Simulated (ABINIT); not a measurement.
Runs of ABINIT 10.8.3 (patched build) on CdS (Greenockite). The structure is hexagonal, space group P6_3mc (No. 186). The conventional cell has a = 4.150 Å, b = 4.150 Å, c = 6.737 Å, α = 90.00°, β = 90.00°, γ = 120.00°. Around Cd (site symmetry 3m) lie 4 S at 2.53 to 2.54 Å. S (site symmetry 3m) has 4 Cd at 2.53 to 2.54 Å as nearest neighbours. 

```tsv
task	level	potentials or basis	k mesh	mesh quality	gap on the mesh (eV)	largest force (eV/Å)
band structure	RPBE	JTH PAW PBE v2.0	7 × 7 × 4	not flagged	1.36	0.07
single point	PBEsol	JTH PAW PBE v2.0	4 × 4 × 2	coarse	1.03	0.05
single point	LDA	JTH PAW LDA v2.0	6 × 6 × 3	not flagged	0.89	0.06
band structure	WC	JTH PAW PBE v2.0	7 × 7 × 4	not flagged	1.02	0.07
single point	PBEsol	JTH PAW PBE v2.0	3 × 3 × 2	coarse	(a)	0.02
band structure	LDA-PZ	JTH PAW LDA v2.0	7 × 7 × 4	not flagged	0.89	0.06
single point	LDA	JTH PAW LDA v2.0	3 × 3 × 2	coarse	(c)	(b)
```

Alike in all rows: no spin polarisation; cell as given; cutoff (eV) 544; smearing fermi-dirac 0.05 eV.

Q: Fill in the values left out.

A: (a) 1.01; (b) 0.01; (c) 0.86.

Caveats: some runs use coarse meshes; the PAW data sets were made with another functional, which shifts forces and pressure a little (some runs).

A k mesh can miss the band edges, and the runs leave out spin-orbit coupling on Cd.

Runs at the PBE level aren't shown here.
